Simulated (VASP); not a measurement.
Write the native input for VASP 6.6.1 that does the following.

```yaml
Task: electrostatic potential
Functional: RPBE
Potentials_or_basis: VASP PAW PBE potentials, release 64 (Hf_pv, B)
Cutoff: 520 eV
k_mesh: 10 × 10 × 10
Occupations: tetrahedron
Spin: no spin polarisation
Hubbard_terms: Hf d U = 7 eV, J = 0.9 eV
LDAUTYPE: 1
Hund's_J: 0.9
Further_INCAR_settings: ALGO = Fast; EDIFF = 1e-07
```

The structure of HfB lies in POSCAR:

```
HfB
3.2668
    0.000000000000      0.707113995347      0.707113995347
    0.707113995347      0.000000000000      0.707113995347
    0.707113995347      0.707113995347      0.000000000000
Hf B
1 1
Direct
    0.5000000000      0.5000000000      0.5000000000
    0.0000000000      0.0000000000      0.0000000000
```

These files were run (other wordings do the same):

INCAR

```
SYSTEM = HfB
PREC = Accurate ; ENCUT = 520
EDIFF = 1E-7 ; ISMEAR = -5
SIGMA = 0.05 ; LREAL = .FALSE.
LASPH = .TRUE. ; NELM = 60
ALGO = Fast ; ISIF = 2
LWAVE = .FALSE. ; LCHARG = .TRUE.
LMAXMIX = 4 ; LDAU = .TRUE.
LDAUTYPE = 1 ; LDAUL = 2 -1
LDAUU = 7 0 ; LDAUJ = 0.9 0
LDAUPRINT = 1 ; GGA = RP
LVHAR = .TRUE.
```

KPOINTS

```
regular mesh
0
G
  10 10 10
  0 0 0
```

Potentials or basis: VASP PAW PBE potentials, release 64 (Hf_pv, B).

Command:

```bash
$ cat potpaw_PBE.64/Hf_pv/POTCAR potpaw_PBE.64/B/POTCAR > POTCAR
$ mpirun -np 1 vasp_std > vasp.out
```

Results of the run:

```yaml
Pressure: 58.2 GPa
Band_gap_on_the_k_mesh: none (metal or under the smearing width)
```

Caveat: a pressure of tens of GPa on the cell as given is suspect, and the run, the potentials or the cell itself is likely at fault; the PAW data sets were made with another functional, which shifts forces and pressure a little; U without spin polarisation on a metal has little footing; the U is typed as a test and isn't derived for this compound; tetrahedron occupations give inexact forces and stress in metals.

It took 11 s on 1 thread of Intel(R) Xeon(R) Platinum 8488C (Sapphire Rapids) (shared host), peak memory 0.14 GiB.
